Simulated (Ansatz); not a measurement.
# WC: relaxing cell and atoms and elastic constants, part 2 of 2

Aim: for WC, 2 runs in a chain (relaxing cell and atoms and elastic constants).

Ansatz 0.2.0; DFT PBE, scalar-relativistic, plane waves, PAW. Earlier steps stand in the parts before.

## 3. Elastic constants: mesh 21×21×20

It takes the final geometry of step 2.

input.yaml

```yaml
crystal:
  lattice:
    - [2.9223378036, 0.0, 0.0]
    - [-1.4611689018, 2.5308187763, 0.0]
    - [0.0, 0.0, 2.8463243968]
  atoms:
    - { symbol: W, position: [0.0, 0.0, 0.0] }
    - { symbol: C, position: [0.3333333333, 0.6666666667, 0.5] }
scf:
  occupations: { method: gaussian, width: 0.1 }
output:
  eigenvalues: true
kpoints:
  mp_grid: { grid: [21, 21, 20] }
hamiltonian:
  xc: pbe
elastic:
  mode: relaxed_ion
  amplitude: 0.005
  stencil: two_point
```

On the command line:

```console
ansatz run input.yaml --threads 8 --pin off --max-ram 24576MiB --backend cpu --events-out ev --progress --plain --runs-dir out
```

The program printed:

```text
Warning: RAYON_NUM_THREADS=8 ignored (pool sized by the plan → 8); use --threads N
Engine: ansatz 0.2.0, aarch64-unknown-linux-gnu
Pseudopotentials: kind: paw
Pseudopotential: W, paw, valence charge 14, recommended cutoff 420 eV (normal), W.paw.azcp
Pseudopotential: C, paw, valence charge 4, recommended cutoff 420 eV (normal), C.paw.azcp
Functional definition: PBE
  parameter kappa = 0.804
  parameter beta = 0.06672455060314922
  exchange = pbe_x(kappa = kappa, mu = beta*pi^2/3)
  correlation = pbe_c(beta = beta)
Crystal: 2 atoms, lattice volume = 21.051 Å³
Basis set: ecut = 420 eV, 405 PW (Γ), exchange–correlation on 40×40×40 points (8 copies of the dense FFT grid, shifted against one another)
Bands: 13, of which v1, the nominal top of the filled ones, is band 9 counted from 1 (8 counted from 0)
Symmetry: 12 space group operations
Space group: P-6m2 (ITA 187), of the structure as read, at distance tolerance 2.8e-5 Å
k-points: 528 of 8820 (time reversal used)
Non-local potential: W, projectors of the file, l = 0: 3, l = 1: 2, l = 2: 2, l = 3: 1
Non-local potential: C, projectors of the file, l = 0: 2, l = 1: 2, l = 2: 1
PAW form: soft (Blöchl's): semilocal exchange-correlation on the pseudo side does not see the compensation charge
PAW one-centre angular grid: W, 590 points (default); XC on 64 Gauss nodes
PAW one-centre angular grid: C, 110 points (default); XC on 64 Gauss nodes
Initial density: superposition of atomic densities (neutral atoms: chi_scale 0, normalization atom), corrected by the library's trained network
Initial wavefunctions: pseudopotential atomic-orbital guess
Functional: x = pbe(κ = 0.804, μ = 0.2195149727645171), c = pbe(β = 0.06672455060314922)
SCF iter   1: F=—  HF=-10636.056101 eV  |F-HF|=—  |Δ(HF+E_count)|=         —  Δρ=7.07e-3  dr2=2.45e-3  ethr=1.77e-3  ⟨swp⟩=5.1  Hψ=33482  notcnv=0
preconditioner: auto → none  [metal: Δε(μ)=0.041 eV  Ē_g=9.960 eV  σ=0.100 eV  W_gap=0.23  n_scr=8 (ndim 8)  ℏωp=25.6 eV  f_vac=0.000  D(μ)=0.31/eV (n_scr^D=0)  sad-step TF]
SCF iter   2: F=—  HF=-10636.058693 eV  |F-HF|=—  |Δ(HF+E_count)|=   2.59e-3  Δρ=4.11e-3  dr2=8.72e-4  ethr=1.36e-5  ⟨swp⟩=2.0  Hψ=13182  notcnv=0
SCF iter   3: F=—  HF=-10636.059742 eV  |F-HF|=—  |Δ(HF+E_count)|=   1.05e-3  Δρ=3.62e-4  dr2=2.64e-5  ethr=4.84e-6  ⟨swp⟩=2.2  Hψ=9970  notcnv=0
SCF iter   4: F=—  HF=-10636.059731 eV  |F-HF|=—  |Δ(HF+E_count)|=   1.13e-5  Δρ=1.15e-4  dr2=1.92e-6  ethr=1.46e-7  ⟨swp⟩=2.5  Hψ=11410  notcnv=0
SCF iter   5: F=—  HF=-10636.059730 eV  |F-HF|=—  |Δ(HF+E_count)|=   4.54e-7  Δρ=1.79e-5  dr2=4.90e-8  ethr=1.06e-8  ⟨swp⟩=2.0  Hψ=10703  notcnv=0
SCF iter   6: F=—  HF=-10636.059730 eV  |F-HF|=—  |Δ(HF+E_count)|=   1.53e-8  Δρ=3.50e-6  dr2=1.97e-9  ethr=2.72e-10  ⟨swp⟩=2.9  Hψ=11678  notcnv=0
SCF iter   7: F=—  HF=-10636.059730 eV  |F-HF|=—  |Δ(HF+E_count)|=  5.93e-10  Δρ=9.02e-7  dr2=1.36e-10  ethr=1.10e-11  ⟨swp⟩=2.9  Hψ=11632  notcnv=0
SCF iter   8: F=—  HF=-10636.059730 eV  |F-HF|=—  |Δ(HF+E_count)|=  5.64e-11  Δρ=1.47e-7  dr2=3.64e-12  ethr=7.53e-13 (applied; sched 1.00e-12)  ⟨swp⟩=2.9  Hψ=11662  notcnv=0
SCF iter   9: F=-10636.059730 eV  HF=-10636.059730 eV  |F-HF|=0.00e0  |Δ(HF+E_count)|=  7.28e-12  Δρ=3.96e-9  dr2=1.41e-15  ethr=1.00e-12  ⟨swp⟩=3.5  Hψ=28042  notcnv=0
SCF 1 converged in 9 iterations: F = -10636.059730 eV  dr2 = 1.41e-15
Crystal: 2 atoms, lattice volume = 20.946 Å³
Symmetry: 4 space group operations
k-points: 1331 of 8820 (time reversal used)
Initial density: handed on by an earlier stage of this run
Initial wavefunctions: pseudopotential atomic-orbital guess (no wavefunctions were taken with the density)
iter 1 solved again at ethr=8.55e-5 eV; its pass at ethr=3.10e-3 eV (dr2=1.54e-2 eV) is discarded
SCF iter   1: F=—  HF=-10636.065138 eV  |F-HF|=—  |Δ(HF+E_count)|=         —  Δρ=9.18e-3  dr2=1.49e-2  ethr=8.55e-5  ⟨swp⟩=1.0  Hψ=112022  notcnv=0
preconditioner: auto → none  [metal: Δε(μ)=0.013 eV  Ē_g=10.043 eV  σ=0.100 eV  W_gap=0.07  n_scr=8 (ndim 8)  ℏωp=25.7 eV  f_vac=0.000  D(μ)=0.30/eV (n_scr^D=0)]
SCF iter   2: F=—  HF=-10636.058890 eV  |F-HF|=—  |Δ(HF+E_count)|=   6.25e-3  Δρ=2.46e-3  dr2=8.32e-4  ethr=8.29e-5  ⟨swp⟩=3.0  Hψ=29822  notcnv=0
SCF iter   3: F=—  HF=-10636.058572 eV  |F-HF|=—  |Δ(HF+E_count)|=   3.19e-4  Δρ=3.70e-4  dr2=1.09e-5  ethr=4.62e-6  ⟨swp⟩=2.0  Hψ=26877  notcnv=0
SCF iter   4: F=—  HF=-10636.058571 eV  |F-HF|=—  |Δ(HF+E_count)|=   8.02e-7  Δρ=4.51e-5  dr2=2.02e-7  ethr=6.03e-8  ⟨swp⟩=2.6  Hψ=29722  notcnv=0
SCF iter   5: F=—  HF=-10636.058571 eV  |F-HF|=—  |Δ(HF+E_count)|=   6.41e-8  Δρ=7.90e-6  dr2=6.64e-9  ethr=1.12e-9  ⟨swp⟩=2.8  Hψ=28551  notcnv=0
SCF iter   6: F=—  HF=-10636.058571 eV  |F-HF|=—  |Δ(HF+E_count)|=  8.60e-10  Δρ=1.12e-6  dr2=7.80e-11  ethr=3.69e-11  ⟨swp⟩=2.0  Hψ=27442  notcnv=0
SCF iter   7: F=—  HF=-10636.058571 eV  |F-HF|=—  |Δ(HF+E_count)|=  4.00e-11  Δρ=1.77e-7  dr2=2.30e-12  ethr=4.33e-13 (applied; sched 1.00e-12)  ⟨swp⟩=2.0  Hψ=24392  notcnv=0
SCF iter   8: F=-10636.058571 eV  HF=-10636.058571 eV  |F-HF|=3.64e-12  |Δ(HF+E_count)|=  1.82e-12  Δρ=2.61e-8  dr2=6.45e-14  ethr=1.00e-12  ⟨swp⟩=5.0  Hψ=64847  notcnv=0
SCF 2 converged in 8 iterations: F = -10636.058571 eV  dr2 = 6.45e-14
relax step   1: F+E_penalty+E_count = -10636.05857093 eV  Δ(F+E_penalty+E_count) = +0.000e0 eV  max|allowed force component| = 2.464e-2 eV/Å  Δτ_max = 0.0000 Å  (8 SCF iters, accepted)
[... from here on, the SCF cycles and remarks between the steps are left out ...]
relax step   2: F+E_penalty+E_count = -10636.05859006 eV  Δ(F+E_penalty+E_count) = -1.913e-5 eV  max|allowed force component| = 4.889e-3 eV/Å  Δτ_max = 0.0006 Å  (6 SCF iters, accepted)
relax step   3: F+E_penalty+E_count = -10636.05859084 eV  Δ(F+E_penalty+E_count) = -7.832e-7 eV  max|allowed force component| = 5.537e-6 eV/Å  Δτ_max = 0.0002 Å  (10 SCF iters, accepted)
relax step   1: F+E_penalty+E_count = -10636.05856688 eV  Δ(F+E_penalty+E_count) = +0.000e0 eV  max|allowed force component| = 2.331e-2 eV/Å  Δτ_max = 0.0000 Å  (8 SCF iters, accepted)
relax step   2: F+E_penalty+E_count = -10636.05858506 eV  Δ(F+E_penalty+E_count) = -1.818e-5 eV  max|allowed force component| = 5.095e-4 eV/Å  Δτ_max = 0.0008 Å  (6 SCF iters, accepted)
relax step   3: F+E_penalty+E_count = -10636.05858507 eV  Δ(F+E_penalty+E_count) = -8.711e-9 eV  max|allowed force component| = 6.819e-7 eV/Å  Δτ_max = 0.0000 Å  (9 SCF iters, accepted)
relax step   1: F+E_penalty+E_count = -10636.05923899 eV  Δ(F+E_penalty+E_count) = +0.000e0 eV  max|allowed force component| = 7.142e-4 eV/Å  Δτ_max = 0.0000 Å  (9 SCF iters, accepted)
relax step   2: F+E_penalty+E_count = -10636.05923901 eV  Δ(F+E_penalty+E_count) = -1.624e-8 eV  max|allowed force component| = 1.417e-4 eV/Å  Δτ_max = 0.0000 Å  (9 SCF iters, accepted)
relax step   3: F+E_penalty+E_count = -10636.05923901 eV  Δ(F+E_penalty+E_count) = -6.639e-10 eV  max|allowed force component| = 2.548e-6 eV/Å  Δτ_max = 0.0000 Å  (8 SCF iters, accepted)
relax step   1: F+E_penalty+E_count = -10636.05923899 eV  Δ(F+E_penalty+E_count) = +0.000e0 eV  max|allowed force component| = 7.142e-4 eV/Å  Δτ_max = 0.0000 Å  (9 SCF iters, accepted)
relax step   2: F+E_penalty+E_count = -10636.05923901 eV  Δ(F+E_penalty+E_count) = -1.624e-8 eV  max|allowed force component| = 1.417e-4 eV/Å  Δτ_max = 0.0000 Å  (9 SCF iters, accepted)
relax step   3: F+E_penalty+E_count = -10636.05923901 eV  Δ(F+E_penalty+E_count) = -6.676e-10 eV  max|allowed force component| = 2.548e-6 eV/Å  Δτ_max = 0.0000 Å  (8 SCF iters, accepted)
iter 1 solved again at ethr=1.00e-12 eV; its pass at ethr=3.10e-3 eV (dr2=1.12e-11 eV) is discarded
SCF iter   1: F=—  HF=-10636.059242 eV  |F-HF|=—  |Δ(HF+E_count)|=         —  Δρ=4.89e-7  dr2=1.17e-11  ethr=1.00e-12  ⟨swp⟩=2.5  Hψ=179401  notcnv=0
SCF iter   2: F=—  HF=-10636.059239 eV  |F-HF|=—  |Δ(HF+E_count)|=   3.04e-6  Δρ=2.43e-7  dr2=3.55e-12  ethr=6.50e-14 (applied; sched 1.00e-12)  ⟨swp⟩=3.0  Hψ=67162  notcnv=0
SCF iter   3: F=—  HF=-10636.059239 eV  |F-HF|=—  |Δ(HF+E_count)|=    0.00e0  Δρ=1.62e-7  dr2=1.37e-12  ethr=1.97e-14 (applied; sched 1.00e-12)  ⟨swp⟩=1.0  Hψ=30173  notcnv=0
SCF iter   4: F=—  HF=-10636.059239 eV  |F-HF|=—  |Δ(HF+E_count)|=  1.82e-12  Δρ=1.07e-7  dr2=5.66e-13  ethr=7.60e-15 (applied; sched 1.00e-12)  ⟨swp⟩=1.0  Hψ=30173  notcnv=0
SCF iter   5: F=—  HF=-10636.059239 eV  |F-HF|=—  |Δ(HF+E_count)|=  1.82e-12  Δρ=8.00e-8  dr2=3.12e-13  ethr=3.14e-15 (applied; sched 1.00e-12)  ⟨swp⟩=1.0  Hψ=30173  notcnv=0
SCF iter   6: F=—  HF=-10636.059239 eV  |F-HF|=—  |Δ(HF+E_count)|=  5.46e-12  Δρ=6.62e-8  dr2=2.14e-13  ethr=1.74e-15 (applied; sched 1.00e-12)  ⟨swp⟩=1.0  Hψ=30173  notcnv=0
iter 7 did not close the SCF: its close was put off for the readings that it lacked (scf_convergence_deferred on its scf_iter line)
SCF iter   7: F=-10636.059239 eV  HF=-10636.059239 eV  |F-HF|=3.64e-12  |Δ(HF+E_count)|=  5.46e-12  Δρ=3.43e-8  dr2=5.71e-14  ethr=1.19e-15 (applied; sched 1.00e-12)  ⟨swp⟩=1.0  Hψ=30173  notcnv=0
iter 8 did not close the SCF: its close was put off for the readings that it lacked (scf_convergence_deferred on its scf_iter line)
SCF iter   8: F=-10636.059239 eV  HF=-10636.059239 eV  |F-HF|=3.64e-12  |Δ(HF+E_count)|=  7.28e-12  Δρ=1.45e-8  dr2=1.04e-14  ethr=5.56e-16 (applied; sched 1.00e-12)  ⟨swp⟩=1.0  Hψ=30173  notcnv=0
iter 9 did not close the SCF: its close was put off for the readings that it lacked (scf_convergence_deferred on its scf_iter line)
SCF iter   9: F=-10636.059239 eV  HF=-10636.059239 eV  |F-HF|=3.64e-12  |Δ(HF+E_count)|=  7.28e-12  Δρ=3.79e-9  dr2=6.97e-16  ethr=5.56e-16 (applied; sched 1.00e-12)  ⟨swp⟩=1.0  Hψ=30173  notcnv=0
iter 10 did not close the SCF: its close was put off for the readings that it lacked (scf_convergence_deferred on its scf_iter line)
SCF iter  10: F=-10636.059239 eV  HF=-10636.059239 eV  |F-HF|=3.64e-12  |Δ(HF+E_count)|=  1.82e-12  Δρ=4.93e-11  dr2=4.55e-19  ethr=5.56e-16 (applied; sched 1.00e-12)  ⟨swp⟩=1.0  Hψ=30173  notcnv=0
SCF iter  11: F=-10636.059239 eV  HF=-10636.059239 eV  |F-HF|=1.09e-11  |Δ(HF+E_count)|=  7.28e-12  Δρ=2.99e-11  dr2=7.48e-20  ethr=1.00e-12  ⟨swp⟩=1.0  Hψ=69642  notcnv=0
SCF 19 converged in 11 iterations: F = -10636.059239 eV  dr2 = 7.48e-20
SCF converged after 9 iterations
Free energy (F): -10636.059730 eV
Harris-Foulkes:  -10636.059730 eV  (|F-HF|=0.00e0)
Internal energy: -10636.058158 eV  (E = F + TS)
E sigma→0 (E₀):  -10636.058944 eV
Entropy (-TS):   -0.001572 eV (-0.786 meV/atom)
Fermi energy:    20.238134 eV
--- Per-component energies (eV) ---
  E_band       = -64.168561
  E_kinetic    = 540.749282
  E_local      = -675.142102  (includes V_loc(G=0)·N_el)
  E_nonlocal   = 25.353018
  E_hartree    = 237.881083
  E_xc         = -316.187711
  E_vxc        = -299.961467  (∫ρ·V_xc dr)
  E_paw        = -8661.047829  (= ΣΔE_a)
  E_vpaw       = -130.929402  (= ΣTr[D̂ρ^β])
  E_aug_tail   = -0.000056  (compensation charges beyond the density's cutoff)
  E_ewald      = -1787.663843
  E_smearing   = -0.001572  (= −TS)
  E_closure    = 0.000000  (closes the sum)
  Σ components = -10636.059730   (vs F -10636.059730, Δ=0.00e0)
--- Forces (eV/Å), atoms counted from 1 ---
  atom   1  W     -0.00000000    -0.00000000    -0.00000000
  atom   2  C     -0.00000000    -0.00000000    -0.00000000
  max |Σ_I F_I| component: 5.55e-16 eV/Å
--- Stress (GPa, compression-positive) ---
       -0.027968      -0.000000      -0.000000
       -0.000000      -0.027968      -0.000000
       -0.000000      -0.000000       0.070216
  P = ⅓ Tr σ = 0.0048 GPa (0.048 kbar)
--- Band table (eV; the first three rows and the last of 528) ---
  k-point 0: bands = ["-53.7146", "-17.7284", "-17.6354", "-17.6354", "5.9137", "16.0185", "16.9554", "16.9554", "20.3518", "23.4185", "23.4185", "25.7913", "25.7913"]
  k-point 1: bands = ["-53.7137", "-17.7468", "-17.6338", "-17.6338", "5.9741", "15.9899", "16.9830", "16.9830", "20.3371", "23.1903", "23.1903", "25.9365", "25.9365"]
  k-point 2: bands = ["-53.7109", "-17.8000", "-17.6292", "-17.6292", "6.1527", "15.8822", "17.0645", "17.0645", "20.3332", "22.6630", "22.6630", "26.2031", "26.2031"]
  k-point 527: bands = ["-53.6157", "-18.2615", "-18.1030", "-18.0551", "9.3775", "13.1526", "14.9035", "18.6380", "19.6113", "24.5653", "26.4692", "27.6954", "29.2517"]
--- Elastic constants: 3 strain directions × 2 members + reference (group order 12) ---
  dense FFT box of the reference and of every strained cell: 20×20×20
  strains applied: 11, 33, 23; error gains: componentwise 1.00 (the most a stress slope's error grows in a printed constant), spectral 1.41 (1 for all six strains in a standard setting)
  C = ∂σ_k/∂η_j (tension-positive GPa; Voigt order 11 22 33 23 13 12):
       696.148    231.378    169.184     -0.000      0.000     -0.000
       231.378    696.148    169.184     -0.000      0.000      0.000
       169.206    169.206    945.692     -0.000      0.000     -0.000
         0.000     -0.000      0.000    300.876      0.000      0.000
        -0.000      0.000     -0.000     -0.000    300.876      0.000
        -0.000      0.000      0.000     -0.000      0.000    232.385
  reference stress σ⁰ (GPa):      0.028      0.028     -0.070      0.000      0.000      0.000
  C* (energy form; C + prestress term) asymmetry max|C*_kj − C*_jk| = 7.710e-2 GPa — a small one proves nothing (zero by symmetry where the batch's group is 432, −43m or m−3m); a large one is finite-difference/SCF noise where every solve meets its electron count
  moduli (Voigt/Reuss/Hill, GPa): K = 386.39/382.75/384.57   G = 284.71/276.53/280.62   E = 677.15   ν = 0.207
  mechanically stable: yes (min eigenvalue of sym C = 232.38 GPa)
  the stresses are not corrected for the forces that the relaxations left standing (`elastic.f_tol`)
  strain η (Voigt 11):  stress-route row diagonal C_11 = 696.15 GPa, energy-path curvature d²(F+E_count+ΔE)/dδ²/Ω₀ = 695.99 GPa
         δ    σ_11 (GPa)             F (eV)   n_scf  n_hpsi   n_pw
    -5.000e-3      -3.5193      -10636.0585908      11  327640    427   relax 3 steps, max|allowed force component| 5.54e-6 eV/Å
     5.000e-3       3.4422      -10636.0585851      11  327800    431   relax 3 steps, max|allowed force component| 6.82e-7 eV/Å
  strain η (Voigt 33):  stress-route row diagonal C_33 = 945.69 GPa, energy-path curvature d²(F+E_count+ΔE)/dδ²/Ω₀ = 945.73 GPa
         δ    σ_33 (GPa)             F (eV)   n_scf  n_hpsi   n_pw
    -5.000e-3      -4.8704      -10636.0581178       8  126491    427   relax 0 steps, max|allowed force component| 1.39e-16 eV/Å
     5.000e-3       4.5865      -10636.0582399       6  103268    431   relax 0 steps, max|allowed force component| 1.30e-16 eV/Å
  strain η (Voigt 23):  stress-route row diagonal C_44 = 300.88 GPa, energy-path curvature d²(F+E_count+ΔE)/dδ²/Ω₀ = 300.92 GPa
         δ    σ_23 (GPa)             F (eV)   n_scf  n_hpsi   n_pw
    -5.000e-3      -1.5044      -10636.0592390      11  571313    429   relax 3 steps, max|allowed force component| 2.55e-6 eV/Å
     5.000e-3       1.5044      -10636.0592390      11  571583    429   relax 3 steps, max|allowed force component| 2.55e-6 eV/Å
```

It took 2.4 min on 8 threads of Arm Neoverse V1, shared host; peak memory 1.2 GiB.

What follows for a polycrystal (Hill averages; density 15.449 g/cm³):

| quantity | value |
| --- | --- |
| bulk modulus B | 384.6 GPa |
| shear modulus G | 280.6 GPa |
| B/G | 1.37 |
| universal anisotropy index | 0.16 |
| sound speeds v_l, v_t | 7008, 4262 m/s |
| Debye temperature Θ | 640 K |

Young's modulus by Cartesian direction:

```
direction  E (GPa)
(1, 0, 0)      605
(0, 1, 0)      605
(0, 0, 1)      884
(1, 1, 0)      605
(1, 0, 1)      702
(0, 1, 1)      702
(1, 1, 1)      664
```

## 4. Summary of results

What follows sums up all 2 parts.

| step | volume (Å³/atom) | pressure (GPa) | energy (eV) | gap on the mesh (eV) | time |
| --- | --- | --- | --- | --- | --- |
| 2 | 10.53 | 0.0 | -10636.059 | 0.00 | 52 s |

```
                    quantity                                                                       value
        relaxed cell, step 2  a = 2.922 Å, b = 2.922 Å, c = 2.846 Å, α = 90.00°, β = 90.00°, γ = 120.00°
 C11, C12, C44 (relaxed-ion)                                                           696, 231, 301 GPa
 C33, C13, C66 (relaxed-ion)                                                           946, 169, 232 GPa
B, G, E (Hill) (relaxed-ion)                                                           385, 281, 677 GPa
 Poisson ratio (relaxed-ion)                                                                        0.21
           Debye temperature                                                                       640 K
```

What this shows: The tensor is positive definite (least eigenvalue 232 GPa), so the crystal resists every homogeneous strain. By Pugh's rule of thumb B/G = 1.37 (under 1.75) points to a brittle solid; Young's modulus ranges from about 605 to 884 GPa with direction. Measured lattice constant a of WC: 2.906 Å (ceramic; “Reflectance spectral studies of spark plasma sintered tungsten carbide pellet”, 2024, arxiv:2411.15754). This calculation gives 2.922 Å (+0.6 %). Against the measured lattice constant c of WC, 2.837 Å (ceramic; “Reflectance spectral studies of spark plasma sintered tungsten carbide pellet”, 2024, arxiv:2411.15754), the calculated 2.846 Å is off by +0.3 %. That is the cell relaxed with PBE, without thermal expansion or zero-point motion. The runs treat W without spin-orbit coupling.
